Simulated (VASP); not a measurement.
# SnTe (F-43m) in VASP: further runs

Runs on SnTe. Level: PBE. Tasks: G0W0 quasiparticle levels.

All numbers are computed with VASP 6.6.1; they aren't measurements. Logs are shortened: lines on timing, memory, paths and dates and some standing lists are left out, and cuts for length are marked.

### Step 1. The crystal as given

The structure is cubic, space group F-43m (No. 216). Conventional cell: a = 7.222 Å, b = 7.222 Å, c = 7.222 Å, α = 90.00°, β = 90.00°, γ = 90.00°. Te (site symmetry -43m) has 4 Sn at 3.13 Å as nearest neighbours. Sn (site symmetry -43m) has 4 Te at 3.13 Å as nearest neighbours.

Measurements of this composition are mostly on another form, of space group No. 225.

### Step 2. G0W0 quasiparticle levels, PBE

POSCAR reads:

```
SnTe
1.0
    0.0000000000      3.6111460000      3.6111460000
    3.6111460000      0.0000000000      3.6111460000
    3.6111460000      3.6111460000      0.0000000000
Te Sn
1 1
Direct
    0.2500000000      0.2500000000      0.2500000000
    0.0000000000      0.0000000000      0.0000000000
```

INCAR.step1 reads:

```
PREC = Accurate
ENCUT = 450
EDIFF = 1E-8
ISMEAR = 0
SIGMA = 0.01
LREAL = F
LASPH = T
NELM = 100
ALGO = Fast
LWAVE = T
LCHARG = F
GGA = PE
```

INCAR.step2 reads:

```
PREC = Accurate
ENCUT = 450
EDIFF = 1E-8
ISMEAR = 0
SIGMA = 0.01
LREAL = F
LASPH = T
NELM = 1
ALGO = Exact
LWAVE = T
LCHARG = F
GGA = PE
NBANDS = 123
LOPTICS = T
ISTART = 1
```

INCAR.step3 reads:

```
PREC = Accurate
ENCUT = 450
EDIFF = 1E-8
ISMEAR = 0
SIGMA = 0.01
LREAL = F
LASPH = T
ALGO = EVGW0
LWAVE = F
LCHARG = F
GGA = PE
NELMGW = 1
NBANDS = 123
ENCUTGW = 100
NOMEGA = 48
PRECFOCK = Fast
ISTART = 1
NBANDSGW = 18
```

KPOINTS reads:

```
regular mesh
0
Gamma
  2 2 2
```

Potentials or basis: VASP PAW PBE potentials, release 64 (Te_GW, Sn_d_GW).

Run with:

```bash
cat potpaw_PBE.64/Te_GW/POTCAR potpaw_PBE.64/Sn_d_GW/POTCAR > POTCAR
cp INCAR.step1 INCAR
mpirun -np 1 vasp_std > vasp.out
cp INCAR.step2 INCAR
mpirun -np 1 vasp_std > vasp.out
cp INCAR.step3 INCAR
mpirun -np 1 vasp_std > vasp.out
```

OUTCAR:

```text
PREC = Accurate
   ENCUT = 450
   EDIFF = 1E-8
   ISMEAR = 0
   LREAL = F
   LASPH = T
   GGA = PE
   NELMGW = 1
   ENCUTGW = 100
   PRECFOCK = Fast
   ISTART = 1

 Found      3 irreducible k-points:

 Following reciprocal coordinates:
            Coordinates               Weight
  0.000000  0.000000  0.000000      1.000000
  0.500000  0.000000  0.000000      4.000000
  0.500000  0.500000  0.000000      3.000000
   k-points           NKPTS =      3   k-points in BZ     NKDIM =      8   number of bands    NBANDS=    123
   number of dos      NEDOS =    301   number of ions     NIONS =      2
   total plane-waves  NPLWV =  46656
   dimension x,y,z NGX =    36 NGY =   36 NGZ =   36
   dimension x,y,z NGXF=    72 NGYF=   72 NGZF=   72
   ions per type =               1   1
   NGX,Y,Z   is equivalent  to a cutoff of  11.72, 11.72, 11.72 a.u.
   NGXF,Y,Z  is equivalent  to a cutoff of  23.44, 23.44, 23.44 a.u.
 SYSTEM =  unknown system
   PREC   = accura    normal or accurate (medium, high low for compatibility)
   ISTART =      1    job   : 0-new  1-cont  2-samecut
   ICHARG =      0    charge: 1-file 2-atom 10-const
   ISPIN  =      1    spin polarized calculation?
   LNONCOLLINEAR =      F non collinear calculations
   LSORBIT =      F    spin-orbit coupling
   LASPH  =      T    aspherical Exc in radial PAW
   ENCUT  =  450.0 eV  33.07 Ry    5.75 a.u.   8.83  8.83  8.83*2*pi/ulx,y,z
   NELM   =     60;   NELMIN=  2; NELMDL=  0     # of ELM steps
   EDIFF  = 0.1E-07   stopping-criterion for ELM
   LREAL  =      F    real-space projection
   EDIFFG = 0.1E-06   stopping-criterion for IOM
   NSW    =      0    number of steps for IOM
   IBRION =     -1    ionic relax: 0-MD 1-quasi-New 2-CG
   NFREE  =      0    steps in history (QN), initial steepest desc. (CG)
   ISIF   =      0    stress and relaxation
   ISYM   =      3    0-nonsym 1-usesym 2-fastsym
   POTIM  = 0.5000    time-step for ionic-motion
   TEBEG  =    0.0;   TEEND  =   0.0 temperature during run
   PSTRESS=    0.0 pullay stress
   NELECT =      20.0000    total number of electrons
   NUPDOWN=      -1.0000    fix difference up-down
   EMIN   =  10.00;   EMAX   =-10.00  energy-range for DOS
   EFERMI =   0.00;   METHOD = LEGACY
   ISMEAR =     0;   SIGMA  =   0.01  broadening in eV -4-tet -1-fermi 0-gaus
   EFERMI_NEDOS =   21; number of points for ismear=-14 and -15
   IALGO  =     38    algorithm
   IMIX   =      4    mixing-type and parameters
     AMIX     =   0.40;   BMIX     =  1.00
     AMIX_MAG =   1.60;   BMIX_MAG =  1.00
  volume/ion in A,a.u.               =      47.09       317.78
  Fermi-wavevector in a.u.,A,eV,Ry     =   0.976704  1.845704 12.979296  0.953951
  Thomas-Fermi vector in A             =   2.107344
   LORBIT       =      0    0 simple, 1 ext, 2 COOP (PROOUT), +10 PAW based schemes
   GGA     = PE    functional components
   LHFCALC =     T    Hartree Fock is set to
   PRECFOCK=fast      Normal, Fast or Accurate (Low or Medium for compatibility)
   ENCUT4O =  -1.0   cutoff for four orbital integrals eV
   NKREDX  =     1    reduce k-point grid by
   NKREDY  =     1    reduce k-point grid by
   NKREDZ  =     1    reduce k-point grid by
   AEXX    =    1.0000 exact exchange contribution
   HFSCREEN=    0.0000 screening length (either q_TF or 0.3 A-1)
   HFSCREENC=   0.0000 screening length for correlation (either q_TF or 0.3 A-1)
   ENCUTFOCK=  -1.0 apply spherical cutoff to Coloumb kernel
   IVDW    =     0    specifies the selected vdW correction
   LEPSILON=     F    determine dielectric tensor
   LRPA    =     F    only Hartree local field effects (RPA)
   LRPAFORCE           =     F    calculate RPA forces
   ENCUTGW             = 100.0    cutoff for response function in eV
   ENCUTGWSOFT         =  80.0    soft cutoff for Coulomb kernel in GW response function in eV
   ENCUTLF             =  -1.0    cutoff for local field effects
   NELMGW              =     1    number of iterations in solving QP/BSE equation
   NELMHF              =     1    number of iterations in the inner HF iteration
   NKREDLFX            =     1    NKREDLFY  =   1   NKREDLFZ  =   1
 non-spin polarized calculation
 Gauss-broadening in eV      SIGMA  =   0.01
  energy-cutoff  :      450.00
  volume of cell :       94.18
 maximum number of plane-waves:      2085
 NGX is ok and might be reduce to    36
  NGX = 20; NGY = 20; NGZ = 20
   NGX = 17   NGY = 17   NGZ = 17
 maximum number of plane-waves:       222
 NGX is ok and might be reduce to    18

 QP shifts <psi_nk| G(iteration)W_0 |psi_nk>: iteration 1
 for sc-GW calculations column KS-energies equals QP-energies in previous step
 and V_xc(KS)=  KS-energies - (<T + V_ion + V_H > + <T+V_H+V_ion>^1  + <V_x>^1)

 k-point   1 :       0.0000    0.0000    0.0000
  band No.  KS-energies  QP-energies   sigma(KS)   V_xc(KS)     V^pw_x(r,r')   Z            occupation Imag(sigma)

      1     -19.3912     -21.7738     -21.2200     -17.5160     -27.0917       0.6433       2.0000       0.4269
      2     -19.3912     -21.7738     -21.2200     -17.5160     -27.0917       0.6433       2.0000       0.4269
      3     -19.3912     -21.7738     -21.2200     -17.5160     -27.0917       0.6433       2.0000       0.4269
      4     -19.3831     -21.7527     -21.2168     -17.5181     -27.0742       0.6407       2.0000       0.4123
      5     -19.3831     -21.7527     -21.2168     -17.5181     -27.0742       0.6407       2.0000       0.4123
      6      -9.0511      -9.1697     -10.9961     -10.7924     -17.0021       0.5824       2.0000       1.0536
      7      -2.7289      -3.1561     -11.8140     -11.2667     -13.8118       0.7806       2.0000       0.4457
      8       0.5489       0.0241     -11.0341     -10.2934     -12.8215       0.7087       2.0000       0.1515
      9       0.5489       0.0241     -11.0341     -10.2934     -12.8215       0.7087       2.0000       0.1515
     10       0.5489       0.0241     -11.0341     -10.2934     -12.8215       0.7087       2.0000       0.1515
     11       3.4811       3.7301      -8.6642      -9.0094      -5.1787       0.7211       0.0000      -0.1196
     12       3.4811       3.7301      -8.6642      -9.0094      -5.1787       0.7211       0.0000      -0.1196
     13       3.4811       3.7301      -8.6642      -9.0094      -5.1787       0.7211       0.0000      -0.1196
     14       6.5563       6.4482      -5.8413      -5.6986      -2.1408       0.7582       0.0000      -0.1549
     15       8.9595       9.1803      -7.3981      -7.7029      -3.1391       0.7246       0.0000      -0.3161
     16       8.9595       9.1803      -7.3981      -7.7029      -3.1391       0.7246       0.0000      -0.3161
     17      10.0964      10.0077      -6.1405      -6.0194      -1.7165       0.7323       0.0000      -0.4271
     18      10.0964      10.0077      -6.1405      -6.0194      -1.7165       0.7323       0.0000      -0.4271

 k-point   2 :       0.5000    0.0000    0.0000
  band No.  KS-energies  QP-energies   sigma(KS)   V_xc(KS)     V^pw_x(r,r')   Z            occupation Imag(sigma)

      1     -19.3924     -21.7630     -21.2043     -17.5135     -27.0867       0.6423       2.0000       0.4300
      2     -19.3899     -21.7831     -21.2190     -17.5180     -27.0897       0.6466       2.0000       0.4245
      3     -19.3899     -21.7831     -21.2190     -17.5180     -27.0897       0.6466       2.0000       0.4245
      4     -19.3828     -21.7862     -21.2152     -17.5186     -27.0746       0.6502       2.0000       0.4108
      5     -19.3828     -21.7862     -21.2152     -17.5186     -27.0746       0.6502       2.0000       0.4108
      6      -8.5104      -8.6647     -11.3386     -11.0867     -16.9979       0.6128       2.0000       0.9612
      7      -4.5409      -5.1231     -11.2491     -10.4508     -14.3927       0.7293       2.0000       0.6817
      8       0.0166      -0.5099     -10.7686     -10.0118     -12.6319       0.6956       2.0000       0.1740
      9       0.0166      -0.5099     -10.7686     -10.0118     -12.6319       0.6956       2.0000       0.1740
     10       0.4307      -0.0539      -9.9859      -9.3134     -11.0897       0.7206       2.0000       0.1235
     11       4.2870       4.5252      -8.6029      -8.9359      -4.9405       0.7154       0.0000      -0.1635
     12       4.2870       4.5252      -8.6029      -8.9359      -4.9405       0.7154       0.0000      -0.1635
     13       5.8806       6.2636      -9.4276      -9.9530      -5.5416       0.7290       0.0000      -0.2429
     14       8.1169       7.9923      -5.7024      -5.5353      -1.7718       0.7460       0.0000      -0.2034
     15       8.8229       8.9172      -7.1738      -7.3021      -3.0574       0.7351       0.0000      -0.2452
     16       9.3938       9.5327      -7.3553      -7.5447      -2.9196       0.7334       0.0000      -0.3679
     17       9.3938       9.5327      -7.3553      -7.5447      -2.9196       0.7334       0.0000      -0.3679
     18      10.6741      10.8561      -7.6742      -7.9248      -3.0765       0.7259       0.0000      -0.4109

 k-point   3 :       0.5000    0.5000    0.0000
  band No.  KS-energies  QP-energies   sigma(KS)   V_xc(KS)     V^pw_x(r,r')   Z            occupation Imag(sigma)

      1     -19.3945     -21.7581     -21.1986     -17.5098     -27.0826       0.6408       2.0000       0.4360
      2     -19.3884     -21.7907     -21.2189     -17.5210     -27.0914       0.6496       2.0000       0.4210
      3     -19.3884     -21.7907     -21.2189     -17.5210     -27.0914       0.6496       2.0000       0.4210
      4     -19.3830     -21.7617     -21.2144     -17.5180     -27.0736       0.6435       2.0000       0.4112
      5     -19.3830     -21.7617     -21.2144     -17.5180     -27.0736       0.6435       2.0000       0.4112
      6      -8.2902      -8.4613     -11.4931     -11.2166     -17.0086       0.6187       2.0000       0.9323
      7      -4.9052      -5.4658     -11.2974     -10.4512     -14.6105       0.6626       2.0000       0.6418
      8      -0.6389      -1.1776     -10.4040      -9.6187     -12.4046       0.6860       2.0000       0.2049
      9      -0.6389      -1.1776     -10.4040      -9.6187     -12.4046       0.6860       2.0000       0.2049
     10       1.7908       1.3082     -10.1993      -9.5375     -11.1465       0.7293       2.0000       0.0960
     11       2.6046       2.7070      -7.6918      -7.8314      -4.3028       0.7334       0.0000      -0.1113
     12       6.3527       6.7425      -9.5920     -10.1447      -5.3566       0.7051       0.0000      -0.3235
     13       6.3527       6.7425      -9.5920     -10.1447      -5.3566       0.7051       0.0000      -0.3235
     14       7.8341       7.9548      -7.3250      -7.4886      -3.4518       0.7378       0.0000      -0.1943
     15       8.9039       9.0933      -7.6473      -7.9108      -3.3806       0.7189       0.0000      -0.2962
     16      10.7115      10.8769      -7.6589      -7.8897      -3.1825       0.7166       0.0000      -0.3361
     17      10.7115      10.8769      -7.6589      -7.8897      -3.1825       0.7166       0.0000      -0.3361
     18      11.0314      11.2195      -7.6229      -7.8912      -2.9037       0.7009       0.0000      -0.3704
```

Run time: 79 s. Hardware: 1 thread of Intel Xeon 6975P-C (Granite Rapids), shared host; peak memory 0.64 GiB.

The run converged, but some of its settings lie outside the range that counts as converged, so its numbers aren't taken as properties of the crystal.

What came out:

```
Band gap on the k mesh, mean-field level : 0.81 eV, direct
Quasiparticle gap                        : 1.40 eV
Least direct quasiparticle gap           : 1.40 eV
```

Caveat: the k mesh is coarse (spacing up to 0.75 Å⁻¹), so the values aren't converged; bands, screening cutoff and mesh are small and nothing is extrapolated, so the quasiparticle values aren't converged; spin-orbit coupling is left out, which moves the levels of the heavy elements.

(Continued in part 2 of 2.)
